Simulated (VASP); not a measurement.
# Rb (Fm-3m) in VASP: further runs

The runs below take Rb through single point, with r2SCAN.

Everything below comes from runs of VASP 6.6.1. Logs are shortened: lines on timing, memory, paths and dates and some standing lists are left out, and cuts for length are marked.

## Step 1: The crystal as given

The structure is cubic, space group Fm-3m (No. 225). Conventional cell: a = 7.280 Å, b = 7.280 Å, c = 7.280 Å, α = 90.00°, β = 90.00°, γ = 90.00°.

This isn't the form of Rb at room conditions, which is bcc.

## Step 2: Single point, r2SCAN

File INCAR:

```
SYSTEM = Rb
PREC = Accurate
ENCUT = 550
EDIFF = 1E-6
ISMEAR = 1
SIGMA = 0.2
LREAL = .FALSE.
LASPH = .TRUE.
NELM = 100
ALGO = Normal
ISIF = 2
LWAVE = .FALSE.
LCHARG = .FALSE.
METAGGA = R2SCAN
LMIXTAU = .TRUE.
ADDGRID = .FALSE.
```

File KPOINTS:

```
regular mesh
0
G
  6 6 6
  0 0 0
```

File POSCAR:

```
Rb
1.0
    0.0000000000      3.6398846700      3.6398846700
    3.6398846700      0.0000000000      3.6398846700
    3.6398846700      3.6398846700      0.0000000000
Rb
1
Direct
    0.0000000000      0.0000000000      0.0000000000
```

Potentials or basis: VASP PAW PBE potentials, release 64 (Rb_sv).

The run is started by

```bash
$ cat potpaw_PBE.64/Rb_sv/POTCAR > POTCAR
$ mpirun -np 1 vasp_std > vasp.out
```

OUTCAR:

```text
SYSTEM = Rb
   PREC = Accurate
   ENCUT = 550
   EDIFF = 1E-6
   ISMEAR = 1
   LREAL = .FALSE.
   LASPH = .TRUE.
   NELM = 100
   ISIF = 2
   METAGGA = R2SCAN

 Found     16 irreducible k-points:

 Following reciprocal coordinates:
            Coordinates               Weight
  0.000000  0.000000  0.000000      1.000000
  0.166667  0.000000  0.000000      8.000000
  0.333333  0.000000  0.000000      8.000000
  0.500000  0.000000  0.000000      4.000000
  0.166667  0.166667  0.000000      6.000000
  0.333333  0.166667  0.000000     24.000000
   k-points           NKPTS =     16   k-points in BZ     NKDIM =     16   number of bands    NBANDS=      8
   number of dos      NEDOS =    301   number of ions     NIONS =      1
   total plane-waves  NPLWV =  64000
   dimension x,y,z NGX =    40 NGY =   40 NGZ =   40
   dimension x,y,z NGXF=    80 NGYF=   80 NGZF=   80
   ions per type =               1
   NGX,Y,Z   is equivalent  to a cutoff of  12.92, 12.92, 12.92 a.u.
   NGXF,Y,Z  is equivalent  to a cutoff of  25.84, 25.84, 25.84 a.u.
 SYSTEM =  Rb
   PREC   = accura    normal or accurate (medium, high low for compatibility)
   ISTART =      0    job   : 0-new  1-cont  2-samecut
   ICHARG =      2    charge: 1-file 2-atom 10-const
   ISPIN  =      1    spin polarized calculation?
   LNONCOLLINEAR =      F non collinear calculations
   LSORBIT =      F    spin-orbit coupling
   LASPH  =      T    aspherical Exc in radial PAW
   ENCUT  =  550.0 eV  40.42 Ry    6.36 a.u.   9.84  9.84  9.84*2*pi/ulx,y,z
   NELM   =    100;   NELMIN=  2; NELMDL= -5     # of ELM steps
   EDIFF  = 0.1E-05   stopping-criterion for ELM
   LREAL  =      F    real-space projection
   EDIFFG = 0.1E-04   stopping-criterion for IOM
   NSW    =      0    number of steps for IOM
   IBRION =     -1    ionic relax: 0-MD 1-quasi-New 2-CG
   NFREE  =      0    steps in history (QN), initial steepest desc. (CG)
   ISIF   =      2    stress and relaxation
   ISYM   =      2    0-nonsym 1-usesym 2-fastsym
   POTIM  = 0.5000    time-step for ionic-motion
   TEBEG  =    0.0;   TEEND  =   0.0 temperature during run
   PSTRESS=    0.0 pullay stress
   NELECT =       9.0000    total number of electrons
   NUPDOWN=      -1.0000    fix difference up-down
   EMIN   =  10.00;   EMAX   =-10.00  energy-range for DOS
   EFERMI =   0.00;   METHOD = LEGACY
   ISMEAR =     1;   SIGMA  =   0.20  broadening in eV -4-tet -1-fermi 0-gaus
   EFERMI_NEDOS =   21; number of points for ismear=-14 and -15
   IALGO  =     38    algorithm
   IMIX   =      4    mixing-type and parameters
     AMIX     =   0.40;   BMIX     =  1.00
     AMIX_MAG =   1.60;   BMIX_MAG =  1.00
  volume/ion in A,a.u.               =      96.45       650.86
  Fermi-wavevector in a.u.,A,eV,Ry     =   0.742548  1.403213  7.501953  0.551378
  Thomas-Fermi vector in A             =   1.837453
   LORBIT       =      0    0 simple, 1 ext, 2 COOP (PROOUT), +10 PAW based schemes
   METAGGA = R2SCAN    functional components
   LHFCALC =     F    Hartree Fock is set to
   AEXX    =    0.0000 exact exchange contribution
   IVDW    =     0    specifies the selected vdW correction
   LEPSILON=     F    determine dielectric tensor
   LRPA    =     F    only Hartree local field effects (RPA)
 non-spin polarized calculation
 Methfessel and Paxton  Order N= 1 SIGMA  =   0.20
  energy-cutoff  :      550.00
  volume of cell :       96.45
 maximum number of plane-waves:      2838
   NGX = 19   NGY = 19   NGZ = 19

 number of electron       9.0000000 magnetization

 Free energy of the ion-electron system (eV)
  ---------------------------------------------------
  ext. energy  EPLUGINS =         0.00000000
  ---------------------------------------------------
  free energy    TOTEN  =       -13.90992118 eV

  energy without entropy =      -13.91168782  energy(sigma->0) =      -13.91051006

 E-fermi :  -0.1169     XC(G=0):  -5.5839

 val. band max:       -0.2030433128   @ k =   0.5000   0.3333   0.1667
 cond. band min:       0.1148720152   @ k =   0.5000   0.1667   0.0000
 fundamental gap:      0.3179153279
 Fermi energy:        -0.1168874807

 k-point     1 :       0.0000    0.0000    0.0000
  band No.  band energies     occupation
      1     -30.1626      2.00000
      2     -13.6573      2.00000
      3     -13.6573      2.00000
      4     -13.6573      2.00000
      5      -2.0803      2.00000
      6       3.8963      0.00000
      7       3.8963      0.00000
      8       3.8963      0.00000

 k-point     2 :       0.1667    0.0000    0.0000
  band No.  band energies     occupation
      1     -30.1618      2.00000
      2     -13.6777      2.00000
      3     -13.6600      2.00000
      4     -13.6600      2.00000
      5      -1.7709      2.00000
      6       3.0725     -0.00000
      7       3.9835      0.00000
      8       3.9835      0.00000

 k-point     3 :       0.3333    0.0000    0.0000
  band No.  band energies     occupation
      1     -30.1603      2.00000
      2     -13.7177      2.00000
      3     -13.6654      2.00000
      4     -13.6654      2.00000
      5      -0.9075      2.00000
      6       1.7381     -0.00000
      7       3.8131     -0.00000
      8       3.8131     -0.00000

 k-point     4 :       0.5000    0.0000    0.0000
  band No.  band energies     occupation
      1     -30.1595      2.00000
      2     -13.7374      2.00000
      3     -13.6681      2.00000
      4     -13.6681      2.00000
      5       0.2051     -0.04521
      6       0.4848     -0.00018
      7       3.6552     -0.00000
      8       3.6552     -0.00000

 k-point     5 :       0.1667    0.1667    0.0000
  band No.  band energies     occupation
      1     -30.1616      2.00000
      2     -13.6770      2.00000
      3     -13.6646      2.00000
      4     -13.6646      2.00000
      5      -1.6695      2.00000
      6       3.1089     -0.00000
      7       3.9646      0.00000
      8       3.9646      0.00000

 k-point     6 :       0.3333    0.1667    0.0000
  band No.  band energies     occupation
      1     -30.1603      2.00000
      2     -13.7063      2.00000
      3     -13.6711      2.00000
      4     -13.6709      2.00000
      5      -0.9948      2.00000
      6       2.2335     -0.00000
      7       3.2324     -0.00000
      8       3.9695      0.00000

 [... further k-points ...]

------------------------ aborting loop because EDIFF is reached ----------------------------------------

  FORCE on cell =-STRESS in cart. coord.  units (eV):
  Direction    XX          YY          ZZ          XY          YZ          ZX
  --------------------------------------------------------------------------------------
  -------------------------------------------------------------------------------------
  Total       -0.0143112     -0.0143112     -0.0143112     -0.0000000     -0.0000000     -0.0000000
  in kB       -0.2377358     -0.2377358     -0.2377358     -0.0000000     -0.0000000     -0.0000000
  external PRESSURE =      -0.2377358 kB  Pullay stress =       0.0000000 kB

 VOLUME and BASIS-vectors are now :
 -----------------------------------------------------------------------------
  energy-cutoff  :      550.00
  volume of cell :       96.45
      direct lattice vectors                 reciprocal lattice vectors
     0.000000000  3.639884670  3.639884670    -0.137366990  0.137366990  0.137366990
     3.639884670  0.000000000  3.639884670     0.137366990 -0.137366990  0.137366990
     3.639884670  3.639884670  0.000000000     0.137366990  0.137366990 -0.137366990

 POSITION                                       TOTAL-FORCE (eV/Angst)
 -----------------------------------------------------------------------------------
      0.00000      0.00000      0.00000        -0.000000     -0.000000      0.000000
 -----------------------------------------------------------------------------------
    total drift:                               -0.000000     -0.000000     -0.000000

  FREE ENERGIE OF THE ION-ELECTRON SYSTEM (eV)
  ---------------------------------------------------
  free  energy   TOTEN  =       -13.9099211800 eV

  energy  without entropy=      -13.9116878236  energy(sigma->0) =      -13.91051006
```

It took 67 s on 1 thread of Intel Xeon 6975P-C (Granite Rapids), shared host; peak memory 0.25 GiB.

The run converged, but some of its settings lie outside the range that counts as converged, so its numbers aren't taken as properties of the crystal.

Results:

- Free energy: -13.9099 eV
- Pressure: 0.0 GPa
- Band gap on the k mesh: none (metal or under the smearing width)

Caveat: the PAW data sets were made with another functional, which shifts forces and pressure a little.

## Step 3: Single point, r2SCAN

INCAR is that of step 2.

KPOINTS is that of step 2.

File POSCAR:

```
Rb
1.0
    0.0790870000      3.6559800000      3.6130310000
    3.6559400000      0.0406780000      3.6514400000
    3.6810400000      3.7194890000      0.0155780000
Rb
1
Direct
   -0.0191540000      0.0033960000      0.0084760000
```

Potentials or basis: VASP PAW PBE potentials, release 64 (Rb_sv).

The run is started by

```bash
$ cat potpaw_PBE.64/Rb_sv/POTCAR > POTCAR
$ mpirun -np 1 vasp_std > vasp.out
```

OUTCAR:

```text
SYSTEM = Rb
   PREC = Accurate
   ENCUT = 550
   EDIFF = 1E-6
   ISMEAR = 1
   LREAL = .FALSE.
   LASPH = .TRUE.
   NELM = 100
   ISIF = 2
   METAGGA = R2SCAN

 Found    112 irreducible k-points:

 Following reciprocal coordinates:
            Coordinates               Weight
  0.000000  0.000000  0.000000      1.000000
  0.166667 -0.000000  0.000000      2.000000
  0.333333 -0.000000  0.000000      2.000000
  0.500000  0.000000  0.000000      1.000000
  0.000000  0.166667  0.000000      2.000000
  0.166667  0.166667  0.000000      2.000000
   k-points           NKPTS =    112   k-points in BZ     NKDIM =    112   number of bands    NBANDS=      8
   number of dos      NEDOS =    301   number of ions     NIONS =      1
   total plane-waves  NPLWV =  64000
   dimension x,y,z NGX =    40 NGY =   40 NGZ =   40
   dimension x,y,z NGXF=    80 NGYF=   80 NGZF=   80
   ions per type =               1
   NGX,Y,Z   is equivalent  to a cutoff of  12.94, 12.87, 12.71 a.u.
   NGXF,Y,Z  is equivalent  to a cutoff of  25.87, 25.74, 25.41 a.u.
 SYSTEM =  Rb
   PREC   = accura    normal or accurate (medium, high low for compatibility)
   ISTART =      0    job   : 0-new  1-cont  2-samecut
   ICHARG =      2    charge: 1-file 2-atom 10-const
   ISPIN  =      1    spin polarized calculation?
   LNONCOLLINEAR =      F non collinear calculations
   LSORBIT =      F    spin-orbit coupling
   LASPH  =      T    aspherical Exc in radial PAW
   ENCUT  =  550.0 eV  40.42 Ry    6.36 a.u.   9.83  9.88 10.01*2*pi/ulx,y,z
[... 60 lines left out ...]
      2     -13.6588      2.00000
      3     -13.6586      2.00000
      4     -13.6585      2.00000
      5      -2.0820      2.00000
      6       3.7781     -0.00000
      7       3.8808     -0.00000
      8       4.0299      0.00000
[... 45 lines left out ...]
 k-point     6 :       0.1667    0.1667    0.0000
  band No.  band energies     occupation
      1     -30.1632      2.00000
      2     -13.6785      2.00000
      3     -13.6663      2.00000
      4     -13.6656      2.00000
      5      -1.6674      2.00000
      6       3.1059     -0.00000
      7       3.8378     -0.00000
      8       4.0636      0.00000

 [... further k-points ...]

------------------------ aborting loop because EDIFF is reached ----------------------------------------

  FORCE on cell =-STRESS in cart. coord.  units (eV):
  Direction    XX          YY          ZZ          XY          YZ          ZX
  --------------------------------------------------------------------------------------
  -------------------------------------------------------------------------------------
  Total       -0.0083372     -0.0108351     -0.0059369     -0.0348883      0.0065342     -0.0166915
  in kB       -0.1384963     -0.1799915     -0.0986232     -0.5795585      0.1085457     -0.2772758
  external PRESSURE =      -0.1390370 kB  Pullay stress =       0.0000000 kB

 VOLUME and BASIS-vectors are now :
 -----------------------------------------------------------------------------
  energy-cutoff  :      550.00
  volume of cell :       96.45
      direct lattice vectors                 reciprocal lattice vectors
     0.079087000  3.655980000  3.613031000    -0.140810279  0.138770703  0.139437870
     3.655940000  0.040678000  3.651440000     0.138745112 -0.137882505  0.136484505
     3.681040000  3.719489000  0.015578000     0.136888613  0.133960839 -0.138549672

 POSITION                                       TOTAL-FORCE (eV/Angst)
 -----------------------------------------------------------------------------------
      0.12119      3.61762      3.55636        -0.000000      0.000000     -0.000000
 -----------------------------------------------------------------------------------
    total drift:                               -0.000000      0.000000     -0.000000

  FREE ENERGIE OF THE ION-ELECTRON SYSTEM (eV)
  ---------------------------------------------------
  free  energy   TOTEN  =       -13.9092539505 eV

  energy  without entropy=      -13.9108477049  energy(sigma->0) =      -13.90978520
```

stdout:

```text
POSCAR found type information on POSCAR Rb
 POSCAR found :  1 types and       1 ions
 scaLAPACK will be used
 -----------------------------------------------------------------------------
|                                                                             |
|                                                                             |
|     You enforced a specific xc type in the INCAR file but a different       |
|     I HOPE YOU KNOW WHAT YOU ARE DOING!                                     |
|                                                                             |
 -----------------------------------------------------------------------------

 LDA part: xc-table for (None), standard interpolation
 POSCAR, INCAR and KPOINTS ok, starting setup
 FFT: planning ... GRIDC
 FFT: planning ... GRID_SOFT
 FFT: planning ... GRID
 WAVECAR not read
 entering main loop
```

It took 6.1 min on 1 thread of Intel Xeon 6975P-C (Granite Rapids), shared host; peak memory 0.31 GiB.

These settings aren't checked as converged: the numbers below hold their error.

What came out:

```
Free energy            : -13.9093 eV
Pressure               : 0.0 GPa
Band gap on the k mesh : none (metal or under the smearing width)
```

Caveat: the PAW data sets were made with another functional, which shifts forces and pressure a little.

## Step 4: The reference run

An earlier run on the cell as given: functional PBE; potentials or basis VASP PAW PBE potentials, release 64 (Rb_sv); cutoff 520 eV; k mesh 6 × 6 × 6; occupations fermi-dirac, width 0.05 eV; no spin polarisation.

- Pressure: -0.1 GPa
- Band gap on the k mesh: none (metal or under the smearing width)
